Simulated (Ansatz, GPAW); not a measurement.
Hf: programs and potentials compared

```
CELL_PARAMETERS angstrom
3.19670 0.00000 0.00000
-1.59835 2.76842 0.00000
0.00000 0.00000 5.05780
ATOMIC_POSITIONS crystal
Hf 0.66667 0.33333 0.75000
Hf 0.33333 0.66667 0.25000
```

Alike in all runs: task single point; functional RPBE; k mesh 10 × 10 × 5; occupations gaussian, width 0.02 eV; no spin polarisation; no spin-orbit coupling. Pressure is positive in compression and, in plane waves, holds the error of the finite cutoff, which Ansatz's Pulay term estimates and takes out.

| program and potentials | plane-wave cutoff (eV) | notes | pressure (GPa) |
| --- | --- | --- | --- |
| Ansatz, Ansatz PAW | 420 | potentials made for PBE, which Ansatz adapts in part; 26 valence electrons an atom on average; Pulay term of +0.05 GPa included | 3.46 |
| GPAW, the program's PAW data sets (release 1.2.1) made for this functional | 600 | 12 valence electrons an atom on average | 3.80 |
| Ansatz, all-electron LAPW, scalar-relativistic | - | - | ? |

Task: Estimate from the other rows what the run with Ansatz, all-electron LAPW, scalar-relativistic gave.

Result: Pressure 3.47 GPa. The other rows, which needn't bracket it: pressure 3.46 to 3.80.
